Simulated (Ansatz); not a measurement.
Starting cell, RuO2 (rutile):

```yaml
crystal:
  lattice:
    - [4.52339, 0.00000, 0.00000]
    - [0.00000, 4.52339, 0.00000]
    - [0.00000, 0.00000, 3.11902]
  atoms:
    - { symbol: Ru, position: [0.50000, 0.50000, 0.50000] }
    - { symbol: Ru, position: [0.00000, 0.00000, 0.00000] }
    - { symbol: O, position: [0.80567, 0.80567, 0.50000] }
    - { symbol: O, position: [0.30567, 0.69433, 0.00000] }
    - { symbol: O, position: [0.69433, 0.30567, 0.00000] }
    - { symbol: O, position: [0.19433, 0.19433, 0.50000] }
```

In each cell atom 4 (O, nearest neighbour Ru at 1.955 Å; its periodic images, 3.1 Å or more away, move with it) moves by s·(0.577, 0.577, 0.577) (along Cartesian [111]), the rest being held.

Level of theory: PBE (plane waves to 420 eV, PAW, scalar-relativistic; Ansatz, a first-principles code). k mesh 8×8×12 (Γ-centred), Fermi-Dirac smearing 0.05 eV. Energies are smeared free energies. With partly filled bands, energies and forces of such displacements shift with the k mesh and the smearing. F⊥ is the part of the force across the line. RuO2 is run without spin polarisation and with no Hubbard U. RuO2 was relaxed with its symmetry unable to fall. ΔE is measured from the undisplaced structure.

Problem. Give the computed ΔE (meV/cell) and |F⊥| (eV/Å) at s (Å) = -0.590, -0.354, -0.236, 0.118, 0.236, 0.354, 0.472, 0.590.

Solution. 
```
s (Å)   ΔE (meV/cell)  |F⊥| (eV/Å)
------  -------------  -----------
-0.590           1431        2.688
-0.354            574        1.403
-0.236            267        0.847
0.118              69        0.389
0.236             267        0.847
0.354             574        1.403
0.472             967        2.046
0.590            1431        2.688
```

(A displaced cell: forces are minus the slopes of the energy, force constants its curvatures, and phonons follow from these.)
